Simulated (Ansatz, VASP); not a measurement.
**SrO: VASP beside Ansatz**

```xyz
2
Lattice="0.0000 2.5974 2.5974 2.5974 0.0000 2.5974 2.5974 2.5974 0.0000" Properties=species:S:1:pos:R:3 pbc="T T T"
Sr    2.5974    2.5974    2.5974
O     0.0000    0.0000    0.0000
```

Alike in both runs: functional PBE; k mesh 8 × 8 × 8; occupations gaussian, width 0.02 eV; no spin polarisation.

Ansatz relaxed the structure, and its values are those at the end. VASP's run is a single point on that final structure, the one shown.

|  | VASP | Ansatz |
| --- | --- | --- |
| version | VASP 6.6.1 | Ansatz 0.2.0 |
| potentials or method | VASP PAW PBE potentials, release 64 (Sr_sv, O) | scalar-relativistic, plane waves, PAW |
| plane-wave cutoff (eV) | 520 | 420 |
| valence electrons in the cell | 16 | 16 |

```tsv
	VASP	Ansatz	Ansatz less VASP
gap on the k mesh at the Fermi level (eV)	3.28	3.33	+0.046
least direct gap on the mesh (eV)	3.39	3.42	+0.036
pressure (GPa)	0.5	0.0	-0.51
```

A k mesh can miss the band edges. Expect the measured gap to be larger: semilocal functionals such as PBE lack the derivative discontinuity.
